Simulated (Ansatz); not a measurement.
Li:

```xyz
1
Lattice="-1.7547 1.7547 1.7547 1.7547 -1.7547 1.7547 1.7547 1.7547 -1.7547" Properties=species:S:1:pos:R:3 pbc="T T T"
Li    0.0000    0.0000    0.0000
```

| Property | Result |
| --- | --- |
| Program | Ansatz 0.2.0 |
| Task | relaxation of cell and atoms |
| Functional | BLYP |
| Potentials or basis | Ansatz PAW |
| Cutoff | 420 eV (not typed: the program's choice for these potentials) |
| k mesh | 11 × 11 × 11 |
| Occupations | fermi-dirac, width 0.05 eV |
| Spin | no spin polarisation |

At the start: volume 21.61 Å³/atom.

Where does the relaxation end?

It ends after 5 steps and the volume is 20.02 Å³/atom (-7.3 %); space group Im-3m (No. 229, to 0.05 Å).

Step by step:
| step | energy change (eV) | largest force (eV/Å) | volume (Å³) |
| --- | --- | --- | --- |
| 1 | 0.0000 | 0.0000 | 21.61 |
| 2 | -0.0032 | 0.0000 | 20.93 |
| 3 | -0.0049 | 0.0000 | 19.93 |
| 4 | -0.0049 | 0.0000 | 20.02 |
| 5 | -0.0049 | 0.0000 | 20.02 |

Final structure:
```
Li
1.0
    -1.71068    1.71068    1.71068
     1.71068   -1.71068    1.71068
     1.71068    1.71068   -1.71068
Li
1
Direct
  0.00000 0.00000 0.00000
```

The cell as given is a measured one (21.61 Å³/atom); BLYP puts the equilibrium volume -7.3 % from it, thermal expansion not counted.

Caveat: the potentials were made for another functional, which shifts forces and pressure; the plane-wave basis is chosen anew once the cell has moved, so the energies of steps on either side of that aren't comparable.
